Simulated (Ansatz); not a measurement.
InAs built on the zincblende prototype: a single-point calculation in the PAW code Ansatz (r2SCAN). The cell was relaxed with r2SCAN and then strained (uniaxial -1.0 % along x, other directions held), with the atoms relaxed again with r2SCAN; k points keep the names of the unstrained zone.

Input file:
```yaml
crystal:
  lattice:
    - [0.0, 3.0545904688, 3.0545904688]
    - [3.0240445641, 0.0, 3.0545904688]
    - [3.0240445641, 3.0545904688, 0.0]
  atoms:
    - { symbol: In, position: [0.0, 0.0, 0.0] }
    - { symbol: As, position: [0.25, 0.25, 0.25] }
kpoints:
  mp_grid: { grid: [8, 8, 8] }
  band_path:
    path:
      - [0.0, 0.0, 0.0]
      - [-0.5, -0.5, 0.0]
      - [-0.375, -0.375, 0.25]
      - [-0.375, 0.0, 0.375]
      - [0.0, 0.0, 0.5]
      - [-0.5, -0.25, 0.25]
      - [-0.008138, -0.008138, 0.0]
    npoints: 1
hamiltonian:
  xc: r2scan
scf:
  occupations: { method: fermi_dirac, width: 0.02 }
  n_extra_bands: 4
output:
  forces: true
  stress: true
  eigenvalues: true
  write_density: true
  write_potential: true
  elf: true
  volumetric_format: npy
```

Run as `ansatz run input.yaml --threads 4 --pin off --max-ram 4608MiB --backend cpu --events-out ev --progress --plain --runs-dir out`. Wall time 8.8 s on 4 threads of Intel(R) Xeon(R) Processor @ 2.50GHz (Skylake/Cascade Lake) (shared host); peak host memory 0.58 GiB.

Task: What does the program print?

Result: The log, with set-up remarks and timings taken out:
```
Pseudopotential: In, paw, valence charge 13, recommended cutoff 500 eV (meta_gga)
Pseudopotential: As, paw, valence charge 15, recommended cutoff 500 eV (meta_gga)
Functional definition: r2SCAN
Crystal: 2 atoms, lattice volume = 56.432 Å³
Basis set: ecut = 500 eV, 1451 PW (Γ)
Bands: 18, of which v1, the nominal top of the filled ones, is band 14 counted from 1 (13 counted from 0)
Symmetry: 8 space group operations
Space group: I-4m2 (ITA 119)
k-points: 59 of 512 (time reversal used)
SCF 1 converged in 6 iterations: F = -10477.174903 eV  dr2 = 1.25e-8
NSCF: frozen V_eff on 7 k-points
SCF converged after 6 iterations
Free energy (F): -10477.174903 eV
Internal energy: -10477.174857 eV  (E = F + TS)
E sigma→0 (E₀):  -10477.174880 eV
Entropy (-TS):   -0.000045 eV (-0.023 meV/atom)
Fermi energy:    7.426933 eV
--- Stress (GPa, compression-positive) ---
        0.816776       0.000000       0.000000
        0.000000       0.449176       0.000000
        0.000000       0.000000       0.449176
  P = ⅓ Tr σ = 0.5717 GPa (5.717 kbar)
--- Band table (eV; the first three rows and the last of 59) ---
  k-point 0: bands = […, -7.3856, -7.3839, -4.8183, 7.3245, 7.3245, 7.3734, 7.4768, 11.5961, 11.6182, 11.6182]
  k-point 1: bands = […, -7.3858, -7.3838, -4.6546, 5.5464, 7.1333, 7.1722, 8.7023, 11.7481, 11.8936, 11.8962]
  k-point 2: bands = […, -7.3847, -7.3822, -4.2077, 3.6778, 6.7509, 6.8026, 8.8985, 12.3183, 12.3362, 12.8699]
  k-point 58: bands = […, -7.3976, -7.3780, -2.7587, 1.6349, 4.3980, 4.4998, 11.9060, 11.9733, 12.8674, 13.9134]
```
The trailing digits, and the zero of the energies, depend on the potentials and thresholds.

The rows of the band table are 0: (0, 0, 0) = Γ, 1: (0, 0, 1/8), 2: (0, 0, 1/4), 58: (-1/2, 1/4, -1/4) = W.

Levels at the listed points, from bands.tsv (eV from the Fermi energy, bands near the gap, counted from 0):
```tsv
# k_distance	band_9	band_10	band_11	band_12	band_13	band_14	band_15	band_16	band_17
# fermi_ev = 7.426933
# [0, 0, 0] at k_distance = 0.000000
# [-0.5, -0.5, 0] at k_distance = 1.028482
# [-0.375, -0.375, 0.25] at k_distance = 1.393947
# [-0.375, 0, 0.375] at k_distance = 2.028010
# [0, 0, 0.5] at k_distance = 2.658889
# [-0.5, -0.25, 0.25] at k_distance = 3.386136
# [-0.008138, -0.008138, 0] at k_distance = 4.523429
# levels_relative_to = fermi_ev
0.000	-14.811	-12.245	-0.102	-0.102	-0.054	0.050	4.169	4.191	4.191
1.028	-14.790	-10.236	-5.946	-2.390	-2.385	1.796	2.296	9.577	9.669
1.394	-14.800	-10.250	-5.799	-3.340	-2.011	2.364	4.532	7.694	7.760
2.028	-14.800	-10.250	-5.799	-3.340	-2.011	2.364	4.532	7.694	7.760
2.659	-14.802	-10.769	-5.853	-1.103	-1.037	1.187	4.923	4.989	7.178
3.386	-14.805	-10.186	-5.792	-3.029	-2.927	4.479	4.546	5.440	6.486
4.523	-14.811	-12.244	-0.175	-0.105	-0.056	0.122	4.173	4.187	4.195
```
In order the rows are Γ, X, U, K, L, W, Γ–X (0.02).

Planar averages along the third cell vector, from rho_z.tsv and v_z.tsv (valence density with its augmentation; electrostatic potential energy of an electron, of which only differences have a meaning):
```csv
z (Å),ρ (e/Å³),v_es (eV)
0.00,0.835,0.38
0.13,0.838,-0.21
0.40,0.774,-0.27
0.54,0.790,0.43
0.67,0.880,1.52
0.94,1.157,4.11
1.07,1.192,5.20
1.21,1.086,5.94
1.48,0.627,6.54
1.61,0.422,6.74
1.75,0.282,7.08
2.01,0.153,8.39
2.15,0.126,9.20
2.42,0.093,10.24
2.55,0.084,10.38
2.69,0.079,10.32
2.96,0.081,9.70
3.09,0.092,9.09
3.22,0.113,8.21
3.49,0.212,5.89
3.63,0.302,4.69
3.76,0.418,3.60
4.03,0.678,1.83
4.16,0.780,1.09
```

r2SCAN gives a direct gap of 0.10 eV at Γ. The mean pressure at these positions is +0.57 GPa, compression counted positive.

(Simulation; spin polarisation is off.)

No spin-orbit coupling is included; it can move band edges with weight on the heavy atoms by tenths of an eV.

Gaps or overlaps of about a tenth of an eV are at the limit of these meshes: between the points read a gap can be smaller or closed.
